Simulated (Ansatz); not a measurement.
Reaction (β-hydride elimination): `CC(C)O[Si]F` → `F[SiH]` + `CC(C)=O`

Isolated molecules relaxed with PBE0-D4/def2-TZVP in Ansatz; ΔE leaves out vibrations. CCSD(T)/CBS adds triple-zeta CCSD(T) − MP2 to the extrapolated MP2 energy (def2 sets, frozen cores). This one scheme is used for every species. Functionals use def2-TZVPP. B3LYP here is the variant with VWN-RPA as its local correlation; programs differ in this. One conformer a species, not always the lowest.

| level | ΔE (kJ/mol) | difference from CCSD(T)/CBS |
| --- | --- | --- |
| PBE-D4 | 245.4 | -10.2 |
| r2SCAN-D4 | 257.2 | 1.6 |
| PBE0-D4 | 256.5 | 0.9 |
| B3LYP-D4 | 246.0 | -9.6 |
| ωB97X-V | 254.2 | -1.4 |
| ωB97M-V | 255.4 | -0.2 |
| r2SCAN | 254.2 | -1.4 |
| PBE0 | 247.1 | -8.5 |
| B3LYP | 229.3 | -26.3 |
| MP2/def2-TZVPP | 263.7 | 8.1 |
| SCS-MP2/def2-TZVPP | 249.5 | -6.1 |
| CCSD(T)/def2-TZVPP | 249.5 | -6.1 |
| HF/def2-QZVPP | 218.9 | -36.7 |
| SCS-MP2/def2-QZVPP | 252.8 | -2.8 |
| HF/CBS(def2) | 218.9 | -36.7 |
| MP2/CBS(def2) | 269.9 | 14.3 |
| CCSD(T)/CBS | 255.6 | 0 |

Largest T1 diagnostic among the species: 0.015.

In def2-TZVPP, CCSD(T) changes the Hartree–Fock value by +31.0 kJ/mol (the triples alone add +2.3 kJ/mol) and MP2 by +45.2 kJ/mol. From PBE to PBE0 (25 % exact exchange), in def2-TZVPP and without D4, ΔE moves by +12.3 kJ/mol.

CCSD(T)/CBS has its own doubt, a few kJ/mol and more with outer-core shells, so smaller differences from it don't rank the levels.
